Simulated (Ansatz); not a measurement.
# Bands, cutoff and cost in G0W0 for In2O3 (R-3c)

How do accuracy and time trade against each other in G0W0 on In2O3 (R-3c)?

Program: Ansatz 0.2.0. Level of theory: G0W0 on PBE, plane waves, PAW. Results are calculated unless marked as measured.

This is a report of a sequence of runs, with most program output left out.

**1. Starting point**

The structure is trigonal, space group R-3c (No. 167). The conventional cell has a = 5.487 Å, b = 5.487 Å, c = 14.510 Å, α = 90.00°, β = 90.00°, γ = 120.00°. Nearest to In lie 6 O at 2.12 to 2.26 Å. Nearest to O lie 4 In at 2.12 to 2.26 Å. Farther neighbours and most contacts between anions are not listed.

The cell and positions come from the Crystallography Open Database and are kept as given unless a step says otherwise. This is not the form that In2O3 usually takes at ambient conditions. The default PAW set here is soft_2. Its files were made with PBE.

**2. 185 empty bands, screening to 75 eV**

Now the one-shot GW correction: screening in the RPA, then the self-energy of the levels asked for.

Contents of input.yaml:

```yaml
crystal:
  lattice:
    - [2.7435, 1.5839604635, 4.8366666667]
    - [-2.7435, 1.5839604635, 4.8366666667]
    - [0.0, -3.167920927, 4.8366666667]
  atoms:
    - { symbol: In, position: [0.35731, 0.35731, 0.35731] }
    - { symbol: In, position: [0.14269, 0.14269, 0.14269] }
    - { symbol: In, position: [0.64269, 0.64269, 0.64269] }
    - { symbol: In, position: [0.85731, 0.85731, 0.85731] }
    - { symbol: O, position: [0.548, 0.952, 0.25] }
    - { symbol: O, position: [0.25, 0.548, 0.952] }
    - { symbol: O, position: [0.952, 0.25, 0.548] }
    - { symbol: O, position: [0.452, 0.048, 0.75] }
    - { symbol: O, position: [0.75, 0.452, 0.048] }
    - { symbol: O, position: [0.048, 0.75, 0.452] }
kpoints:
  mp_grid: { grid: [4, 4, 4] }
hamiltonian:
  xc: pbe
scf:
  occupations: { method: fixed }
gw:
  n_empty_bands: 185
  ecut_chi: 75.0
  qp_bands: [v3, c3]
  qp_kpoints: band_edges
  screening: { model: contour_deformation }
```

Run with:

```bash
$ ansatz run input.yaml --threads 3 --pin off --max-ram 64512MiB --backend cuda --events-out ev --progress --plain --runs-dir out --devices 1 --max-vram 24GiB  # rebuilt from the run's record
```

Elapsed: 11 s, on 1 × NVIDIA H100 80GB HBM3 (shared by 3 runs) with 3 threads of AMD EPYC 7R13 (Zen 3), shared host; peak memory 1.4 GiB.

This step gave:

- bands summed: 229
- RPA ε∞ on this mesh (eigenvalues): 5.019, 5.164, 5.164
- plane waves in the screening matrix: 175
- q-points in the mesh: 64
- G0W0 gap on the mesh: 2.241 eV
- k of the valence top: 0, 0, 0.25
- k of the conduction bottom: 0, 0, 0
- starting gap on the mesh: 1.309 eV
- Z at the valence top: 0.7431
- Z at the conduction bottom: 0.8219
- least direct G0W0 gap on the computed points: 2.251 eV

The gap on the mesh goes from 1.31 eV to 2.24 eV, a correction of +0.93 eV. Between the two edge states, bare exchange in place of the xc potential would open the gap by 9.04 eV, and correlation takes back 8.11 eV.

**3. 526 empty bands, screening to 150 eV**

Another rung: the empty bands reach about as high as the screening cutoff, so the two stay in balance.

input.yaml: that of step 2 with these lines changed.

```diff
@@ -23,4 +23,4 @@
 gw:
-  n_empty_bands: 185
-  ecut_chi: 75.0
+  n_empty_bands: 526
+  ecut_chi: 150.0
   qp_bands: [v3, c3]
```

Run time: 31 s. Hardware: 1 × NVIDIA H100 80GB HBM3 (shared by 3 runs) with 3 threads; peak memory 2.3 GiB.

This step gave:

| Quantity | Value |
| --- | --- |
| bands summed | 570 |
| RPA ε∞ on this mesh (eigenvalues) | 4.924, 5.070, 5.070 |
| plane waves in the screening matrix | 543 |
| q-points in the mesh | 64 |
| G0W0 gap on the mesh | 2.386 eV |
| k of the valence top | 0, 0, 0.25 |
| k of the conduction bottom | 0, 0, 0 |
| starting gap on the mesh | 1.309 eV |
| Z at the valence top | 0.7372 |
| Z at the conduction bottom | 0.8165 |
| least direct G0W0 gap on the computed points | 2.424 eV |

Against the run with 4×4×4 mesh, 185 empty bands, screening to 75 eV, the gap moves by +0.15 eV.

**4. Changing the frequency model: 4×4×4 mesh, 526 empty bands, screening to 150 eV, plasmon pole**

A plasmon pole stands in for the full frequency dependence of the screening; this run shows what that costs in accuracy.

input.yaml: that of step 3 with these lines changed.

```diff
@@ -27,2 +27,2 @@
   qp_kpoints: band_edges
-  screening: { model: contour_deformation }
+  screening: { model: godby_needs }
```

Elapsed: 72 s, on 1 × NVIDIA H100 80GB HBM3 (shared by 3 runs) with 3 threads; peak memory 3.9 GiB; 2.4 min of CPU time.

Numbers from this step:

- bands summed: 570
- plasmon-pole fit frequency: 31.02 eV
- RPA ε∞ on this mesh (eigenvalues): 4.924, 5.070, 5.070
- plane waves in the screening matrix: 543
- G0W0 gap on the mesh: 2.410 eV
- k of the valence top: 0, 0, 0.25
- k of the conduction bottom: 0, 0, 0
- starting gap on the mesh: 1.309 eV
- least direct G0W0 gap on the computed points: 2.433 eV

Against the run with 4×4×4 mesh, 526 empty bands, screening to 150 eV, the gap moves by +0.02 eV.

**5. Convergence and cost**

Times are wall times on 1 × NVIDIA H100 80GB HBM3 (shared by 3 runs) with 3 threads of AMD EPYC 7R13 (Zen 3), shared host, good to a factor of about two.

```csv
mesh,files,frequency,bands summed,cutoff (eV),start (eV),G0W0 (eV),time,host memory (GiB)
4×4×4,default PAW,contour deformation,229,75,1.309,2.241,11 s,1.4
4×4×4,default PAW,contour deformation,570,150,1.309,2.386,31 s,2.3
4×4×4,default PAW,plasmon pole,570,150,1.309,2.410,72 s,3.9
```

How the two edges are built up, in eV (the quasiparticle level is the starting level plus Σx plus Σc less Vxc):

```
      run               edge  start      Σx     Σc     Vxc     Z     QP
229 bands        valence top   8.99  -26.91   4.96  -21.62  0.74   8.65
229 bands  conduction bottom  10.30  -12.39  -3.15  -16.14  0.82  10.89
570 bands        valence top   8.99  -26.91   4.63  -21.62  0.74   8.32
570 bands  conduction bottom  10.30  -12.39  -3.34  -16.14  0.82  10.71
```

**6. What came out**

```yaml
229_bands_75_ev: 2.241 eV
570_bands_150_ev: 2.386 eV
estimated_limit_in_bands_and_cutoff: 2.48 eV
mesh_and_start: 4×4×4, PBE
```

What this shows: A line in one over the bands through the two rungs gives 2.48 eV, +0.10 eV from the top rung; with two points alone it is an unchecked estimate. The rungs stand 0.24 eV (229 bands) and 0.10 eV (570 bands) from it. From 229 to 570 bands the gap moves by +0.15 eV while the time grows 2.8-fold. Σc changes by −0.33 eV at the valence top and −0.19 eV at the conduction bottom, so both edges matter. The plasmon-pole model gives +0.02 eV against contour deformation, 2 % of the correction, and saved no time in this program. The many-body steps are scalar-relativistic: spin-orbit coupling is not in them.

[Paths, hosts, dates, memory and timing lines, banners, echoed tables and standing remarks are left out of the program output.]

[Logs are printed without paths, hosts, clocks, repeated set-up lines and the standing remarks that a program may print on its own settings, such as how far it seeks lower states.]

[Runs of the session that timed out or met a known fault of the program may be left out.]

[Cells called generated may have been cut or substituted from an entry of the Crystallography Open Database or the Materials Project.]

[Hosts, paths, dates, database ids (printed as entryN), source tags and the programs' standing remarks are cut or masked in the printed files.]
